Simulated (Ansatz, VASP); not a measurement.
# Mg19Zn13O32 (Zn0.4Mg0.6O, cubic rock salt) in two plane-wave programs

Wanted: the spread between two codes on one cell, functional and k mesh. The cell is invented: As first built, before any earlier steps moved the atoms (in the runner's words): 2x2x2 conventional cells of the MgO type (64 atoms: 32 O, 19 Mg, 13 Zn); Mg/Zn share their sites, the best of 600 random draws by like-pair counts in two shells; start lattice by linear mixing of the end members' cells; atoms moved at random by 0.02 A. It may not be a known or stable phase. The structure shown is the end of the Ansatz relaxation below.

Main program and level: Ansatz 0.2.0; plane waves, with VASP 6.6.1 beside it; single point at PBEsol.

## 1. Starting point

The cell holds 64 atoms: 32 O, 19 Mg and 13 Zn. Cell: a = 8.468 Å, b = 8.473 Å, c = 8.474 Å, α = 90.0°, β = 90.0°, γ = 90.0°. It derives from MgO (MgO type, space group 225), repeated 2×2×2. As first built, before any earlier steps moved the atoms (in the runner's words): 2x2x2 conventional cells of the MgO type (64 atoms: 32 O, 19 Mg, 13 Zn); Mg/Zn share their sites, the best of 600 random draws by like-pair counts in two shells; start lattice by linear mixing of the end members' cells; atoms moved at random by 0.02 A.

## 2. Ansatz: relaxation, PBEsol

Ansatz runs on its default PAW (the set named soft_2) files.

This run makes the geometry at which the two programs are then compared.

input.yaml

```yaml
crystal:
  lattice:
    - [8.56907, 0.0, 0.0]
    - [0.0, 8.56907, 0.0]
    - [0.0, 0.0, 8.56907]
  atoms:
    - { symbol: O, position: [0.25263, 0.99996, 0.99711] }
    - { symbol: O, position: [0.25036, 0.24833, 0.25075] }
    - { symbol: O, position: [0.00023, 0.99706, 0.2518] }
    - { symbol: O, position: [0.00145, 0.25221, 0.00024] }
    - { symbol: O, position: [0.24891, 0.0027, 0.50013] }
    - { symbol: O, position: [0.25183, 0.24987, 0.74751] }
    - { symbol: O, position: [0.99906, 0.99697, 0.74786] }
    - { symbol: O, position: [0.999, 0.24856, 0.50527] }
    - { symbol: O, position: [0.24784, 0.49906, 0.00095] }
    - { symbol: O, position: [0.25477, 0.75015, 0.25135] }
    - { symbol: O, position: [0.99947, 0.49787, 0.24852] }
    - { symbol: O, position: [0.00211, 0.74975, 7.0e-05] }
    - { symbol: O, position: [0.24993, 0.50293, 0.5037] }
    - { symbol: O, position: [0.25011, 0.74885, 0.7491] }
    - { symbol: O, position: [0.9966, 0.49933, 0.75138] }
    - { symbol: O, position: [0.00131, 0.74866, 0.49996] }
    - { symbol: O, position: [0.74906, 0.0001, 0.00233] }
    - { symbol: O, position: [0.75061, 0.24829, 0.24907] }
    - { symbol: O, position: [0.4984, 0.00028, 0.24923] }
    - { symbol: O, position: [0.49691, 0.24862, 0.00161] }
    - { symbol: O, position: [0.74739, 0.99763, 0.50066] }
    - { symbol: O, position: [0.75472, 0.25071, 0.74805] }
    - { symbol: O, position: [0.49925, 0.00111, 0.75345] }
    - { symbol: O, position: [0.50351, 0.24762, 0.49884] }
    - { symbol: O, position: [0.74944, 0.50001, 0.00144] }
    - { symbol: O, position: [0.75079, 0.74974, 0.25348] }
    - { symbol: O, position: [0.50019, 0.49663, 0.25002] }
    - { symbol: O, position: [0.49892, 0.74957, 0.00429] }
    - { symbol: O, position: [0.75116, 0.49699, 0.50034] }
    - { symbol: O, position: [0.75108, 0.749, 0.75201] }
    - { symbol: O, position: [0.49889, 0.5016, 0.74867] }
    - { symbol: O, position: [0.49814, 0.75198, 0.49656] }
    - { symbol: Mg, position: [0.25472, 0.99966, 0.24526] }
    - { symbol: Mg, position: [0.24716, 0.24792, 0.99486] }
    - { symbol: Mg, position: [0.00353, 0.00616, 0.49838] }
    - { symbol: Mg, position: [0.25114, 0.50469, 0.24896] }
    - { symbol: Mg, position: [0.00155, 0.75228, 0.74623] }
    - { symbol: Mg, position: [0.25072, 0.5026, 0.75029] }
    - { symbol: Mg, position: [0.50046, 0.00287, 0.00313] }
    - { symbol: Mg, position: [0.49986, 0.24554, 0.24926] }
    - { symbol: Mg, position: [0.7499, 8.0e-05, 0.25044] }
    - { symbol: Mg, position: [0.7484, 0.2501, 0.99665] }
    - { symbol: Mg, position: [0.50529, 0.99922, 0.49896] }
    - { symbol: Mg, position: [0.50321, 0.24966, 0.75048] }
    - { symbol: Mg, position: [0.75514, 0.24792, 0.5001] }
    - { symbol: Mg, position: [0.50081, 0.50211, 0.99827] }
    - { symbol: Mg, position: [0.49888, 0.74604, 0.25203] }
    - { symbol: Mg, position: [0.74915, 0.49875, 0.25069] }
    - { symbol: Mg, position: [0.75259, 0.74825, 0.99554] }
    - { symbol: Mg, position: [0.49771, 0.50123, 0.5005] }
    - { symbol: Mg, position: [0.7481, 0.50074, 0.74909] }
    - { symbol: Zn, position: [4.0e-05, 0.99803, 0.99677] }
    - { symbol: Zn, position: [0.00045, 0.25106, 0.24997] }
    - { symbol: Zn, position: [0.99621, 0.25147, 0.75231] }
    - { symbol: Zn, position: [0.24859, 0.99967, 0.74974] }
    - { symbol: Zn, position: [0.24916, 0.24993, 0.50218] }
    - { symbol: Zn, position: [0.00126, 0.49579, 0.99924] }
    - { symbol: Zn, position: [0.99949, 0.74737, 0.2441] }
    - { symbol: Zn, position: [0.25193, 0.75086, 0.00093] }
    - { symbol: Zn, position: [0.99928, 0.50285, 0.50389] }
    - { symbol: Zn, position: [0.25276, 0.7516, 0.50375] }
    - { symbol: Zn, position: [0.75046, 0.00138, 0.74713] }
    - { symbol: Zn, position: [0.49915, 0.75237, 0.7521] }
    - { symbol: Zn, position: [0.75152, 0.74987, 0.49607] }
kpoints:
  mp_grid: { grid: [3, 3, 3] }
hamiltonian:
  xc: pbesol
scf:
  occupations: { method: fixed }
output:
  forces: true
  stress: true
relax:
  f_tol: 0.02
  max_steps: 45
  cell: { stress_tol: 0.1 }
```

On the command line:

```bash
$ ansatz run input.yaml --threads 32 --pin off --max-ram 143360MiB --backend cuda --events-out ev --progress --plain --runs-dir out
```

Numbers of over 12 decimals in the logs are rounded to 6 here.

The log of the run:

```text
Engine: ansatz 0.2.0, aarch64-unknown-linux-gnu
Pseudopotentials: kind: paw
Pseudopotential: O, paw, valence charge 6, recommended cutoff 420 eV (normal), O.paw.azcp
Pseudopotential: Mg, paw, valence charge 10, recommended cutoff 420 eV (normal), Mg.paw.azcp
Pseudopotential: Zn, paw, valence charge 12, recommended cutoff 420 eV (normal), Zn.paw.azcp
device memory: the entry about to start is reckoned to put 28.4 GiB on a device that reports 182.5 GiB free
GPU FFT provider: cuFFT
GPU libraries: cuBLAS 13.8.1, cuFFT 12.4.0, cuSOLVER 12.3.2
GPU matrix products: emulated (plane waves: as basis.precision tells), large ones in fixed point in workspaces of 1.00 GiB
Crystal: 64 atoms, lattice volume = 629.218 Å³
Basis set: ecut = 420 eV, 12293 PW (Γ), exchange–correlation on 120×120×120 points (8 copies of the dense FFT grid, shifted against one another)
Bands: 333, of which v1, the nominal top of the filled ones, is band 269 counted from 1 (268 counted from 0)
k-points: 14 of 27 (time reversal used)
PAW frozen core: O, regenerated for the run's functional, and the local potential with it (the file was generated under x = pbe(κ = 0.804, μ = 0.219515), c = pbe(β = 0.066725))
PAW frozen core: Mg, regenerated for the run's functional, and the local potential with it (the file was generated under x = pbe(κ = 0.804, μ = 0.219515), c = pbe(β = 0.066725))
PAW frozen core: Zn, regenerated for the run's functional, and the local potential with it (the file was generated under x = pbe(κ = 0.804, μ = 0.219515), c = pbe(β = 0.066725))
GPU buffer pool allocated for 216000 grid points (all kernels)
GPU transforms: local potential and band sums: pruned to the plane-wave sphere, on 60×60×60
relax step   1: F+E_penalty+E_count = -96985.89915130 eV  Δ(F+E_penalty+E_count) = +0.000e0 eV  max|allowed force component| = 7.547e-1 eV/Å  Δτ_max = 0.0000 Å  P = -4.996 GPa  Ω = 629.218 Å³  (9 SCF iters, dr2 threshold 1.00e-7 eV, accepted)
[...]
relax step   2: F+E_penalty+E_count = -96986.45412547 eV  Δ(F+E_penalty+E_count) = -5.550e-1 eV  max|allowed force component| = 3.976e-1 eV/Å  Δτ_max = 0.0379 Å  P = -2.461 GPa  Ω = 618.587 Å³  energy of the carried Pulay correction = +5.007e-2 eV  (6 SCF iters, dr2 threshold 6.40e-6 eV, accepted)
[...]
relax step   3: F+E_penalty+E_count = -96986.72189709 eV  Δ(F+E_penalty+E_count) = -2.678e-1 eV  max|allowed force component| = 6.544e-2 eV/Å  Δτ_max = 0.0396 Å  P = -0.168 GPa  Ω = 609.468 Å³  energy of the carried Pulay correction = +9.370e-2 eV  (7 SCF iters, dr2 threshold 6.40e-6 eV, accepted)
[...]
relax step   4: F+E_penalty+E_count = -96986.72972273 eV  Δ(F+E_penalty+E_count) = -7.826e-3 eV  max|allowed force component| = 2.554e-3 eV/Å  Δτ_max = 0.0086 Å  P = +0.001 GPa  Ω = 608.840 Å³  energy of the carried Pulay correction = +9.672e-2 eV  (6 SCF iters, dr2 threshold 2.68e-7 eV, accepted)
[...]
relax step   5: F+E_penalty+E_count = -96986.64652799 eV  Δ(F+E_penalty+E_count) = +8.319e-2 eV  max|allowed force component| = 3.632e-3 eV/Å  Δτ_max = 0.0000 Å  P = -0.227 GPa  Ω = 608.840 Å³  stress off target by 2.38e-1 GPa  SCF on the basis re-selected at this cell (its energy is not comparable with the rows above)  (7 SCF iters)
[...]
relax step   6: F+E_penalty+E_count = -96986.65095014 eV  Δ(F+E_penalty+E_count) = -4.422e-3 eV  max|allowed force component| = 1.726e-3 eV/Å  Δτ_max = 0.0005 Å  P = -0.001 GPa  Ω = 608.039 Å³  energy of the carried Pulay correction = +3.839e-3 eV  (5 SCF iters, dr2 threshold 1.41e-7 eV, accepted)
[...]
relax step   7: F+E_penalty+E_count = -96986.64606428 eV  Δ(F+E_penalty+E_count) = +4.886e-3 eV  max|allowed force component| = 1.740e-3 eV/Å  Δτ_max = 0.0000 Å  P = -0.007 GPa  Ω = 608.039 Å³  stress off target by 1.09e-2 GPa  SCF on the basis re-selected at this cell (its energy is not comparable with the rows above)  (5 SCF iters)
basis re-selected at this cell: Δ(F+E_penalty+E_count) = +4.886e-3 eV, ΔP = -0.006 GPa vs the last step (what re-selecting the basis moved, of the pressure what is left beyond the Pulay correction that the steps carried, after the strain that the cell walked since its last selection, with what the two solves' SCF thresholds leave and, on support functions, any second-order correction that the steps lacked; it is no m [...]
SCF converged after 5 iterations
Free energy (F): -96986.646064 eV
Internal energy: -96986.646064 eV  (E = F + TS)
E sigma→0 (E₀):  -96986.646064 eV
Fermi energy:    9.192732 eV
--- Forces (eV/Å), atoms counted from 1 ---
  max |Σ_I F_I| component: 2.03e-5 eV/Å
--- Stress (GPa, compression-positive) ---
       -0.002267      -0.000221       0.000244
       -0.000221      -0.007819       0.000687
        0.000244       0.000687      -0.010722
  P = ⅓ Tr σ = -0.0069 GPa (-0.069 kbar)
--- Band table (eV; the first three rows and the last of 14) ---
--- Relaxed structure (5 steps of the walk, 5 accepted, 2 SCFs on fresh bases) ---
  F+E_penalty+E_count = -96986.64606428 eV   max|allowed force component| = 1.740e-3 eV/Å   (the final SCF, on the basis selected at the relaxed cell)
  cell:  # Å, volume = 608.0388 Å³
    - [8.467871, -0.00176055, -0.00284803]
    - [-0.00176055, 8.473392, -0.00148512]
    - [-0.00284803, -0.00148512, 8.474223]
  atoms:
    [... one line an atom ...]
```

## 3. VASP: single point, PBEsol

The same cell, functional and mesh now go to VASP, with its own data sets.

Lines of VASP's logs that name or quote its potential files are left out, and so is its time.

INCAR

```
SYSTEM = Mg19Zn13O32
PREC = Accurate
ENCUT = 520
EDIFF = 1E-06
NELM = 120
ISMEAR = 0
SIGMA = 0.01
LREAL = Auto
ALGO = Normal
GGA = PS
NBANDS = 240
LORBIT = 11
LWAVE = .FALSE.
LCHARG = .FALSE.
ISIF = 2
LASPH = .TRUE.
GGA_COMPAT = .FALSE.
EFERMI = MIDGAP
KPAR = 8
```

POSCAR

```
Mg19Zn13O32
1.0
    8.4678710000     -0.0017610000     -0.0028480000
   -0.0017610000      8.4733920000     -0.0014850000
   -0.0028480000     -0.0014850000      8.4742230000
O Mg Zn
32 19 13
Direct
    0.2521600000      0.0019800000      0.0022600000
    0.2521100000      0.2500100000      0.2469700000
    0.0005400000      0.9994600000      0.2528600000
    0.9998700000      0.2493300000      0.9993500000
    0.2503900000      0.0000000000      0.4975000000
    0.2519900000      0.2524400000      0.7521600000
    0.0007600000      0.9977700000      0.7475900000
    0.9987700000      0.2476600000      0.5004200000
    0.2522700000      0.4971300000      0.9998500000
    0.2519900000      0.7494600000      0.2495100000
    0.0003800000      0.5003700000      0.2503900000
    0.9985400000      0.7505100000      0.9976000000
    0.2523700000      0.4997300000      0.4997400000
    0.2484300000      0.7476500000      0.7503400000
    0.0006400000      0.5029700000      0.7494000000
    0.0001200000      0.7524800000      0.5023400000
    0.7480200000      0.9999700000      0.0024500000
    0.7481400000      0.2501400000      0.2495400000
    0.4998500000      0.9992800000      0.2503900000
    0.5003500000      0.2492200000      0.9994400000
    0.7507600000      0.0025300000      0.4974200000
    0.7484200000      0.2527500000      0.7501400000
    0.5000700000      0.0014300000      0.7495000000
    0.5032700000      0.2492700000      0.5001900000
    0.7479000000      0.4997900000      0.9998700000
    0.7483100000      0.7496100000      0.2470800000
    0.4997900000      0.5001100000      0.2503100000
    0.5030600000      0.7499700000      0.0019900000
    0.7480900000      0.4973900000      0.4997900000
    0.7532000000      0.7475500000      0.7523800000
    0.4999500000      0.4974000000      0.7494800000
    0.5008900000      0.7501000000      0.4982200000
    0.2493200000      0.9994100000      0.2497700000
    0.2488300000      0.2494500000      0.9994400000
    0.0010000000      0.0000400000      0.5005700000
    0.2487000000      0.5000000000      0.2500900000
    0.0010400000      0.7506900000      0.7499600000
    0.2495000000      0.5000900000      0.7494500000
    0.4998500000      0.9991800000      0.9991500000
    0.5000400000      0.2496100000      0.2498800000
    0.7509800000      0.9995600000      0.2500300000
    0.7512600000      0.2495400000      0.9995000000
    0.5002000000      0.9990400000      0.5007400000
    0.5000000000      0.2494300000      0.7497300000
    0.7513000000      0.2498900000      0.5001900000
    0.4999500000      0.4998800000      0.9997700000
    0.5000600000      0.7497600000      0.2501100000
    0.7513900000      0.5001900000      0.2501400000
    0.7511100000      0.7502400000      0.9995900000
    0.5001700000      0.5003000000      0.5000600000
    0.7510500000      0.5002900000      0.7495100000
    0.0002200000      0.9996700000      0.9999600000
    0.0000600000      0.2496000000      0.2501500000
    0.0004100000      0.2501300000      0.7496000000
    0.2503700000      0.0000000000      0.7500200000
    0.2513200000      0.2498100000      0.4994700000
    0.0000000000      0.5001700000      0.9995400000
    0.0001100000      0.7502100000      0.2500800000
    0.2506900000      0.7494200000      0.0000400000
    0.0002400000      0.5001100000      0.5002500000
    0.2504000000      0.7499400000      0.4998600000
    0.7504100000      0.0001100000      0.7498100000
    0.5007200000      0.7488700000      0.7503200000
    0.7505800000      0.7501200000      0.4998100000
```

KPOINTS

```
Automatic mesh
0
Gamma
3 3 3
0 0 0
```

PAW data sets: O, Mg and Zn (PBE family, release 64).

On the command line:

```bash
$ mpirun -np 8 vasp_std
```

The log of the run:

```text
[banner, memory and clock lines left out]
running    8 mpi-ranks, on    1 nodes
[...]
|                                                                             |
|           W    W    AA    RRRRR   N    N  II  N    N   GGGG   !!!           |
|           W    W   A  A   R    R  NN   N  II  NN   N  G    G  !!!           |
|           W    W  A    A  R    R  N N  N  II  N N  N  G       !!!           |
|           W WW W  AAAAAA  RRRRR   N  N N  II  N  N N  G  GGG   !            |
|           WW  WW  A    A  R   R   N   NN  II  N   NN  G    G                |
|           W    W  A    A  R    R  N    N  II  N    N   GGGG   !!!           |
|                                                                             |
|     For optimal performance we recommend to set                             |
|       NCORE = 2 up to number-of-cores-per-socket                            |
|     NCORE specifies how many cores store one orbital (NPAR=cpu/NCORE).      |
|     This setting can greatly improve the performance of VASP for DFT.       |
[...]
|                                                                             |
|     You enforced a specific xc type in the INCAR file but a different       |
|     [... a line on the potential file left out ...]
|     I HOPE YOU KNOW WHAT YOU ARE DOING!                                     |
|                                                                             |

 LDA part: xc-table for (Slater+PW92), standard interpolation
 POSCAR, INCAR and KPOINTS ok, starting setup
[...]
entering main loop
       N       E                     dE             d eps       ncg     rms          rms(c)
DAV:   1     0.507849190950E+04    0.50785E+04   -0.16516E+05  6720   0.198E+03
DAV:   2     0.752863907649E+03   -0.43256E+04   -0.40659E+04  6832   0.543E+02
DAV:   3    -0.309733528638E+03   -0.10626E+04   -0.10245E+04  7200   0.241E+02
DAV:   4    -0.405183071928E+03   -0.95450E+02   -0.94309E+02  7952   0.807E+01
[...]
DAV:  17    -0.361395996362E+03    0.94988E-06   -0.65047E-05  9104   0.402E-02    0.724E-03
DAV:  18    -0.361395996575E+03   -0.21324E-06   -0.12115E-05  8168   0.207E-02    0.475E-03
DAV:  19    -0.361395996710E+03   -0.13435E-06   -0.14585E-06  4008   0.109E-02
   1 F= -.36139600E+03 E0= -.36139600E+03  d E =0.000000E+00
```

OUTCAR, selected parts (step 3):

```text
  Total        0.6232286      0.6057520      0.6005766     -0.0070202      0.0001600     -0.0050045
  in kB        1.6422021      1.5961515      1.5825143     -0.0184982      0.0004215     -0.0131868
  external PRESSURE =       1.6069560 kB  Pullay stress =       0.0000000 kB

 POSITION                                       TOTAL-FORCE (eV/Angst)
 -----------------------------------------------------------------------------------
      2.13525      0.01633      0.01843         0.042484      0.041794      0.042404
      2.13369      2.11762      2.09179         0.041658      0.001187     -0.038949
      0.00209      8.46844      2.14131         0.002433     -0.001144      0.041262
      8.46348      2.10943      8.46550         0.000282      0.001421      0.000445
      2.11885     -0.00118      4.21521         0.002280      0.000169     -0.040802
      2.13123      2.13746      6.37288         0.043285      0.042187      0.042709
      0.00255      8.45338      6.33376        -0.001095     -0.043793     -0.042588
      8.45559      2.09602      4.23746        -0.042058     -0.043504     -0.000978
      2.13247      4.21045      8.47150         0.041893     -0.039979     -0.000147
      2.13179      6.34965      2.11257         0.043369     -0.002342     -0.001598
      0.00162      4.23946      2.12112         0.001173     -0.001001     -0.001385
      8.45135      6.35613      8.44993        -0.042168     -0.000149     -0.040567
      2.13473      4.23322      4.23345         0.042792     -0.003348     -0.002892
      2.10022      6.33358      6.35673        -0.043265     -0.043264      0.000731
[...]
-----------------------------------------------------------------------------------
    total drift:                               -0.043097      0.014898      0.007181

  FREE ENERGIE OF THE ION-ELECTRON SYSTEM (eV)
  ---------------------------------------------------
  free  energy   TOTEN  =      -361.3959967097 eV

  energy  without entropy=     -361.3959967097  energy(sigma->0) =     -361.39599671

[... 1 further part left out ...]
```

The run ends at a pressure of 0.16 GPa, with forces up to 0.074 eV/Å.

## 4. Side by side

Known differences besides the potentials themselves: fixed occupations in Ansatz, narrow Gaussian smearing in VASP; the data sets hold 538 valence electrons in Ansatz (on its default PAW (the set named soft_2) files) and 386 in VASP; the cutoff is 420 eV in Ansatz and 520 eV in VASP (PREC = Accurate, projectors in real space); Ansatz makes its cores anew for this functional, VASP keeps those of its PBE data sets. Total energies have different zeros and are not compared.

Compared:

| quantity | Ansatz | VASP | difference |
| --- | --- | --- | --- |
| gap on the k mesh (eV) | 2.450 | 2.427 | +0.024 |

A gap on the mesh is an upper bound, since the band edges may lie between its points.

## 5. Summary of results

```yaml
difference_in_gap_on_the_k_mesh_single_point_pbesol: 0.024 eV
```

The difference in gap on the k mesh is 0.024 eV (single point, PBEsol), within the 0.08 eV picked in this series as the mark of a large difference. The data sets hold unlike numbers of valence electrons (538 in Ansatz and 386 in VASP), so part of the differences comes from the potentials. Such differences can come from data sets, numerical settings and the points named under the comparisons, not from the functional's error against experiment.

[Lines on the potential files, build, host, timing and source positions are cut from VASP's logs without a mark.]

[Logs are printed without paths, hosts, clocks, repeated set-up lines and the standing remarks that a program may print on its own settings, such as how far it seeks lower states.]

[Hosts, paths, dates, database ids (printed as entryN), source tags and the programs' standing remarks are cut or masked in the printed files.]
